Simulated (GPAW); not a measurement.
# SiC (Moissanite 6H) (P6_3mc) in GPAW: Wannier functions with PBE

Aim: the Wannier functions of SiC (Moissanite 6H) with PBE.

Everything below comes from runs of GPAW 26.7.0. Logs are shortened: lines on timing, memory, paths and dates and some standing lists are left out, and cuts for length are marked. The log counts tension as positive stress, the text compression.

### 1 Starting point

The structure is hexagonal, space group P6_3mc (No. 186). Conventional cell: a = 3.095 Å, b = 3.095 Å, c = 15.170 Å, α = 90.00°, β = 90.00°, γ = 120.00°. Si (site symmetry 3m) has 4 C at 1.90 Å as nearest neighbours. Si (site symmetry 3m) is surrounded by 4 C at 1.90 Å. Si (site symmetry 3m) is surrounded by 4 C at 1.90 Å. C (site symmetry 3m) is surrounded by 4 Si at 1.90 Å. C (site symmetry 3m) has 4 Si at 1.90 Å as nearest neighbours. C (site symmetry 3m) has 4 Si at 1.90 Å as nearest neighbours.

### 2 Wannier functions, PBE

The input, run.py:

```python
import json
import numpy as np
from ase.dft.bandgap import bandgap
from ase.dft.wannier import Wannier
from ase.io import read, write
from ase.units import GPa
from gpaw import GPAW, PW

atoms = read('POSCAR')

calc = GPAW(mode=PW(800),
            xc='PBE',
            kpts={'size': (10, 10, 2), 'gamma': True},
            occupations={'name': 'fermi-dirac', 'width': 0.05},
            nbands=46,
            convergence={'density': 1e-05, 'energy': 1e-05},
            maxiter=150,
            txt='gpaw.txt')
atoms.calc = calc
energy = atoms.get_potential_energy()
forces = atoms.get_forces()
stress = atoms.get_stress()
calc.write('gs.gpw')
write('result.traj', atoms)
print(f'Energy: {energy:.6f} eV')
print('Forces (eV/A):')
print(forces.round(4))
print('Stress (GPa):', (stress / GPa).round(3))
print('Fermi level:', round(calc.get_fermi_level(), 4), 'eV')
print(f'Gap: {bandgap(calc)[0]:.4f} eV, direct: {bandgap(calc, direct=True)[0]:.4f} eV')

nocc = int(round(calc.get_number_of_electrons() / 2))
full = calc.fixed_density(kpts={'size': (4, 4, 2), 'gamma': True}, symmetry='off', nbands=nocc + 6,
                          convergence={'bands': nocc}, txt='full.txt')
wan, values = None, []
for seed in range(6):  # several starts, since the search can end in a local maximum
    trial = Wannier(nwannier=nocc, calc=full, nbands=nocc, functional='var',
                    initialwannier='orbitals' if seed == 0 else 'random', rng=np.random.RandomState(seed))
    trial.localize(tolerance=1e-6)
    values.append(trial.get_functional_value())
    print(f'start {seed}: functional {values[-1]:.5f}', flush=True)
    if values[-1] == max(values):
        wan = trial
wan.localize(step=0.1, tolerance=1e-8)
wan.translate_all_to_cell((0, 0, 0))
centres, spreads = wan.get_centers(), wan.get_spreads()
for x, s in zip(centres, spreads):
    d = np.linalg.norm(atoms.repeat(3).positions - atoms.cell.sum(0) - x, axis=1)
    print(x.round(4), f'spread {s:.4f} A^2, nearest {atoms[d.argmin() % len(atoms)].symbol} at {d.min():.3f} A')
onsite = wan.get_hopping((0, 0, 0)).diagonal().real
print('On-site energies:', onsite.round(4))
json.dump({'centres': centres.tolist(), 'spreads': spreads.tolist(), 'onsite': onsite.tolist(), 'values': values},
          open('wannier.json', 'w'))
```

The input, POSCAR:

```
SiC
1.0
    3.0950000000      0.0000000000      0.0000000000
   -1.5475000000      2.6803486247      0.0000000000
    0.0000000000      0.0000000000     15.1700000000
Si C
6 6
Direct
    0.6666666667      0.3333333333      0.4583000000
    0.3333333333      0.6666666667      0.9583000000
    0.6666666667      0.3333333333      0.7917000000
    0.3333333333      0.6666666667      0.2917000000
    0.0000000000      0.0000000000      0.6250000000
    0.0000000000      0.0000000000      0.1250000000
    0.6666666667      0.3333333333      0.3333000000
    0.3333333333      0.6666666667      0.8333000000
    0.6666666667      0.3333333333      0.6667000000
    0.3333333333      0.6666666667      0.1667000000
    0.0000000000      0.0000000000      0.5000000000
    0.0000000000      0.0000000000      0.0000000000
```

Potentials or basis: GPAW PAW data sets (gpaw-data 1.2.1), pw.

Command:

```console
> OMP_NUM_THREADS=1 python run.py
```

gpaw.txt:

```text
__  _  _
 | _ |_)|_||  |
 |__||  | ||/\| - 26.7.0

Input parameters:
  mode=PW(ecut=800.0),
  convergence={'density': 1e-05, 'energy': 1e-05},
  kpts=MonkhorstPack(size=(10, 10, 2), gamma=True),
  maxiter=150,
  nbands=46,
  occupations=Occupations(name='fermi-dirac', width=0.05),
  xc=XC(name='PBE')

Diagonalizing LCAO Hamiltonian
Converting LCAO to pw mode

         Si

         C

            Si

            C
       Si

       C    Si

         Si C

         C

       Si

       C

Atoms  # Å, Bohr magnetons
|    | symbol |         x |        y |         z |    initial magnetic moments |
|----|--------|-----------|----------|-----------|-----------------------------|
|  0 |     Si |  1.547500 | 0.893450 |  6.952411 | ( 0.0000,  0.0000,  0.0000) |
|  1 |     Si | -0.000000 | 1.786899 | 14.537411 | ( 0.0000,  0.0000,  0.0000) |
|  2 |     Si |  1.547500 | 0.893450 | 12.010089 | ( 0.0000,  0.0000,  0.0000) |
|  3 |     Si | -0.000000 | 1.786899 |  4.425089 | ( 0.0000,  0.0000,  0.0000) |
|  4 |     Si |  0.000000 | 0.000000 |  9.481250 | ( 0.0000,  0.0000,  0.0000) |
|  5 |     Si |  0.000000 | 0.000000 |  1.896250 | ( 0.0000,  0.0000,  0.0000) |
|  6 |      C |  1.547500 | 0.893450 |  5.056161 | ( 0.0000,  0.0000,  0.0000) |
|  7 |      C | -0.000000 | 1.786899 | 12.641161 | ( 0.0000,  0.0000,  0.0000) |
|  8 |      C |  1.547500 | 0.893450 | 10.113839 | ( 0.0000,  0.0000,  0.0000) |
|  9 |      C | -0.000000 | 1.786899 |  2.528839 | ( 0.0000,  0.0000,  0.0000) |
| 10 |      C |  0.000000 | 0.000000 |  7.585000 | ( 0.0000,  0.0000,  0.0000) |
| 11 |      C |  0.000000 | 0.000000 |  0.000000 | ( 0.0000,  0.0000,  0.0000) |

Unit cell  # Å
| periodic |         x |        y |         z |   lengths |     angles |
|----------|-----------|----------|-----------|-----------|------------|
|      yes |  3.095000 | 0.000000 |  0.000000 |  3.095000 |  90.000000 |
|      yes | -1.547500 | 2.680349 |  0.000000 |  3.095000 |  90.000000 |
|      yes |  0.000000 | 0.000000 | 15.170000 | 15.170000 | 120.000000 |

Number of symmetries: 6
Symmetry operations  # r_c * U_cc + t_c -> r_c
|   | kind |            matrix            |
|---|------|------------------------------|
| 0 |  σ   |  1, 1, 0,  0,-1, 0,  0, 0, 1 |
| 1 |  E   |  1, 0, 0,  0, 1, 0,  0, 0, 1 |
| 2 |  C3  |  0, 1, 0, -1,-1, 0,  0, 0, 1 |
| 3 |  σ   |  0,-1, 0, -1, 0, 0,  0, 0, 1 |
| 4 |  σ   | -1, 0, 0,  1, 1, 0,  0, 0, 1 |
| 5 |  C3  | -1,-1, 0,  1, 0, 0,  0, 0, 1 |

BZ-sampling:
  Number of BZ points: 200
  Number of IBZ points: 28

  Monkhorst-Pack size: [10, 10, 2]
  Monkhorst-Pack shift: [0.05, 0.05, 0.25]

K-points  # in reciprocal-cell coordinates
|     |                                coordinates |     weight |
|-----|--------------------------------------------|------------|
|   0 | (  0.00000000,   0.00000000,   0.00000000) | 0.00500000 |
|   1 | (  0.00000000,   0.00000000,   0.50000000) | 0.00500000 |
|   2 | (  0.10000000,   0.00000000,   0.00000000) | 0.03000000 |
|   3 | (  0.10000000,   0.00000000,   0.50000000) | 0.03000000 |
|   4 | (  0.20000000,  -0.10000000,   0.00000000) | 0.03000000 |
|   5 | (  0.20000000,  -0.10000000,   0.50000000) | 0.03000000 |
|   6 | (  0.20000000,   0.00000000,   0.00000000) | 0.03000000 |
|   7 | (  0.20000000,   0.00000000,   0.50000000) | 0.03000000 |
|   8 | (  0.30000000,  -0.10000000,   0.00000000) | 0.06000000 |
|   9 | (  0.30000000,  -0.10000000,   0.50000000) | 0.06000000 |
| ... |                                            |            |
|  27 | (  0.50000000,   0.50000000,   0.50000000) | 0.01500000 |

Plane wave coefficients: 6505
Cutoff: 800.0 eV

Spin-components: 1 (collinear spins)
Bands:           46
Projectors:      60
Spin-degeneracy: 2
Datatype:        complex128

Density:
  Valence electrons: 48.0
  Components: 1
  Grid points: [ 21  21 100]
  Charge: 0.0  # |e|

Potential:
  Grid points: [ 21  21 100]

species:
  Si:
    name:    Silicon
    Z:       14.0
    valence: 4
    core:    10
    charge:  0.0  # [|e|]
    compensation charges:
      type: gauss
      rc: 0.33  # [Å]
      lmax: 2
    cutoffs:
      filter: 1.86  # [Å]
      core: 2.06  # [Å]
    projectors
    | kind |    occ | energy [eV] | rcut [Å] |
    |------|--------|-------------|----------|
    |   3s |  2.000 |     -10.812 |    1.058 |
    |   3p |  2.000 |      -4.081 |    1.058 |
    |    s |        |      16.399 |    1.058 |
    |    p |        |      23.130 |    1.058 |
    |    d |        |       0.000 |    1.058 |

    Using partial waves for Si as LCAO basis

  C:
    name:    Carbon
    Z:       6.0
    valence: 4
    core:    2
    charge:  0.0  # [|e|]
    compensation charges:
      type: gauss
      rc: 0.20  # [Å]
      lmax: 2
    cutoffs:
      filter: 1.14  # [Å]
      core: 1.14  # [Å]
    projectors
    | kind |    occ | energy [eV] | rcut [Å] |
    |------|--------|-------------|----------|
    |   2s |  2.000 |     -13.751 |    0.635 |
    |   2p |  2.000 |      -5.284 |    0.635 |
    |    s |        |      13.461 |    0.635 |
    |    p |        |      21.927 |    0.635 |
    |    d |        |       0.000 |    0.635 |

    Using partial waves for C as LCAO basis

Reference energy: -53483.834194  # eV

eigensolver:
  PPCG
  Converge bands: occupied
  niter=2

density mixing:
  MSR1-Mixer
  Pratt-step length: 0.05
  Maximum mixing coefficient: 0.75
  Old densities: 10
  SVD Regularization: 0.005
  Good broyden scale: 1.0
  Trust region scale: 1.0
  Backstep threshold: 4.0
  History deletion threshold: 6.0
  Fourier metric: weight=20.0, sigma=0.015

occupation numbers:
  Fermi-Dirac:
    width: 0.0500  # eV

poisson solver:
  ecut: 6400.0  # eV

xc functional:
  name: PBE with 2 nearest neighbor stencil

convergence criteria:
- Maximum integral of absolute [dens]ity change: 1e-05 electrons / valence electron
- Maximum [total energy] change in last 3 cyles: 1e-05 eV / valence electron
- Maximum integral of absolute [eigenst]ate change: 4e-08 eV^2 / valence electron
maximum number of iterations: 150

SCF iterations
|iter     | |      energy | eigst |  dens |
|---------|-|-------------|-------|-------|
|iter:   1| |  -99.307372 | -0.11 |       |
|iter:   2| |  -97.310370 | -2.11 | -0.58 |
|iter:   3| |  -90.802489 | -0.29 | -0.61 |
|iter:   4| |  -89.898644 | -1.36 | -1.12 |
|iter:   5| |  -89.936743 | -2.57 | -1.53 |
|iter:   6| |  -89.921632 | -3.36 | -2.13 |
|iter:   7| |  -89.921760 | -4.84 | -2.62 |
|iter:   8| |  -89.921808c| -5.85 | -3.07 |
|iter:   9| |  -89.921811c| -6.87 | -3.75 |
|iter:  10| |  -89.921810c| -7.61c| -4.18 |
|iter:  11| |  -89.921810c| -7.50c| -4.45 |
|iter:  12| |  -89.921810c| -8.79c| -5.42c|

Converged in 12 steps
Energy contributions relative to reference atoms: (reference = -53483.834194)

Energy contributions:
  Kinetic:          88.753517
  Coulomb:         -75.317249
  Zero:             -0.078424
  External:          0.000000
  Xc:             -103.279654
  Entropy:          -0.000000
  Spinorbit:         0.000000
  ----------------------------
  Free energy:     -89.921810
  Extrapolated:    -89.921810

dipole moment: (-12.808080, -22.184245, -18.057732)  # |e|*Ang

Fermi level: 9.143
Eigenvalues  # (at kpt = [0.000, 0.000, 0.000])
| band index |      eig [eV] | occ [0-2] |
|------------|---------------|-----------|
|          0 |        -7.219 |     2.000 |
|        ... |               |           |
|         16 |         7.292 |     2.000 |
|         17 |         7.754 |     2.000 |
|         18 |         7.754 |     2.000 |
|         19 |         7.847 |     2.000 |
|         20 |         7.847 |     2.000 |
|         21 |         8.100 |     2.000 |
[... 8 lines left out ...]
|         30 |        14.965 |     0.000 |
|         31 |        14.965 |     0.000 |
|        ... |               |           |
|         45 |        17.720 |     0.000 |

Gap: 2.017 eV
Transition (v -> c):
  (s=0, k=0, n=23, [0.00, 0.00, 0.00]) -> (s=0, k=26, n=24, [0.50, 0.50, 0.00])
Direct/indirect transitions are different
Direct gap: 3.112 eV
Transition at: (s=0, k=26, n=23, [0.50, 0.50, 0.00])

Forces  # eV/Ang
|        x |       y |        z |
|----------|---------|----------|
|  0.00000 | 0.00000 |  0.05132 |  # Si   0
| -0.00000 | 0.00000 |  0.05132 |  # Si   1
| -0.00000 | 0.00000 |  0.02516 |  # Si   2
|  0.00000 | 0.00000 |  0.02516 |  # Si   3
| -0.00000 | 0.00000 |  0.04311 |  # Si   4
|  0.00000 | 0.00000 |  0.04311 |  # Si   5
|  0.00000 | 0.00000 | -0.01343 |  # C    6
| -0.00000 | 0.00000 | -0.01343 |  # C    7
|  0.00000 | 0.00000 |  0.03512 |  # C    8
| -0.00000 | 0.00000 |  0.03512 |  # C    9
|  0.00000 | 0.00000 | -0.14127 |  # C   10
|  0.00000 | 0.00000 | -0.14127 |  # C   11

Stress tensor  # eV/Ang^3
|         x |         y |         z |
|-----------|-----------|-----------|
| -0.007173 |  0.000000 | -0.000000 |
| -0.000000 | -0.007173 |  0.000000 |
| -0.000000 |  0.000000 | -0.012085 |

# Writing to gs.gpw (mode='')
```

Wall time 7.2 min (1 thread of Arm Neoverse V2, shared host); peak memory 0.69 GiB.

What came out:

```yaml
Free_energy: -89.9218 eV
Pressure: 1.4 GPa
Largest_force: 0.141 eV/Å
Band_gap_on_the_k_mesh: 2.02 eV, indirect (least direct gap 3.11 eV)
Total_Wannier_spread: 29.07 Å² over 24 functions
```

Forces in eV/Å, atoms in the order of the input:
```
Si   0.000  0.000  0.051
Si   0.000  0.000  0.051
Si   0.000  0.000  0.025
Si   0.000  0.000  0.025
Si   0.000  0.000  0.043
Si   0.000  0.000  0.043
C    0.000  0.000 -0.013
C    0.000  0.000 -0.013
C    0.000  0.000  0.035
C    0.000  0.000  0.035
C    0.000  0.000 -0.141
C    0.000  0.000 -0.141
```

Levels at points of the mesh, in eV from the valence-band top:
```
           k point  band 21  band 22  band 23  band 24  band 25  band 26  band 27  band 28
(0.00, 0.00, 0.00)    -0.30    -0.05     0.00     0.00     5.04     5.21     5.62     6.13
(0.00, 0.00, 0.50)    -0.10    -0.10    -0.10    -0.10     5.11     5.11     5.85     5.85
(0.50, 0.50, 0.00)    -1.81    -1.77    -1.66    -1.10     2.02     2.20     3.18     3.86
(0.50, 0.50, 0.50)    -1.71    -1.71    -1.30    -1.30     2.05     2.05     3.40     3.40
```

Wannier centres (Å) and spreads (Å²):
```csv
function,x,y,z,spread
1,1.548,1.520,9.896,1.201
2,-1.030,2.384,14.956,1.177
3,-1.533,2.672,0.650,1.274
4,0.521,1.487,12.426,1.171
5,-0.520,2.089,2.320,1.173
6,2.090,1.207,4.840,1.199
7,3.080,0.008,8.235,1.274
8,1.010,2.367,14.951,1.201
9,1.538,0.898,5.701,1.264
10,2.068,0.593,9.900,1.173
11,0.538,0.312,7.367,1.201
12,-0.004,1.788,3.169,1.273
13,1.546,2.059,7.366,1.201
14,1.027,1.195,4.844,1.171
15,1.005,0.580,9.896,1.201
16,-0.544,1.473,12.427,1.198
17,0.013,1.781,13.286,1.265
18,-0.003,1.161,2.308,1.201
19,1.546,0.267,4.839,1.199
20,1.555,0.889,10.754,1.273
21,2.579,0.298,7.371,1.177
22,0.001,0.622,14.952,1.202
23,0.542,2.101,2.310,1.201
24,-0.002,2.414,12.426,1.199
```
